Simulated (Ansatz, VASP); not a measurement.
# Cu3O2 in VASP and in Ansatz

```
CELL_PARAMETERS angstrom
-2.02298 2.02298 3.67362
2.02298 -2.02298 3.67362
2.02298 2.02298 -3.67362
ATOMIC_POSITIONS crystal
Cu 0.00865 0.01412 0.02382
Cu 0.73048 0.24780 0.48821
Cu 0.26341 0.75718 0.50910
O 0.50493 0.99627 0.50101
O 0.00846 0.50308 0.50020
```

Change from the starting cell: atoms moved at random, drawn with an rms of 0.05 Å.

Alike in both runs: task single point; functional PBEsol; k mesh 9 × 9 × 9; occupations fermi-dirac, width 0.05 eV; no spin polarisation.

|  | VASP | Ansatz |
| --- | --- | --- |
| version | VASP 6.6.1 | Ansatz 0.2.0 |
| potentials or method | VASP PAW PBE potentials, release 64 (Cu, O) | Ansatz PAW |
| plane-wave cutoff (eV) | 520 | 420 |
| valence electrons in the cell | 45 | 69 |

```csv
,VASP,Ansatz,Ansatz less VASP
gap on the k mesh at the Fermi level (eV),none,none,-
pressure (GPa),-4.6,-5.4,-0.80
largest component of the traceless stress (GPa),1.36,2.12,+0.766
rms of the force components (eV/Å),0.452,0.435,-0.0165
```

Atom by atom the forces differ by 0.017 eV/Å (rms over components). A gap of «none» marks a metal or a gap that the smearing closes. With one functional, cell and mesh, what is left measures potentials, basis and numerics. The two sets of potentials don't hold the same shells in valence.

Caveats: an odd number of electrons without spin polarisation forces a metal; a magnetic or distorted state may lie lower; the run has no spin polarisation, though such a crystal can be magnetic; semilocal functionals often make such compounds metallic where correlation or magnetic order opens a gap, which also shifts bond lengths; the PAW data sets were made with another functional, which shifts forces and pressure a little (VASP); the pressure holds a Pulay correction of +0.5 GPa for the finite cutoff (Ansatz); the PAW data sets come from PBE, with cores solved anew for the run's functional, which leaves a small shift of forces and pressure (Ansatz).
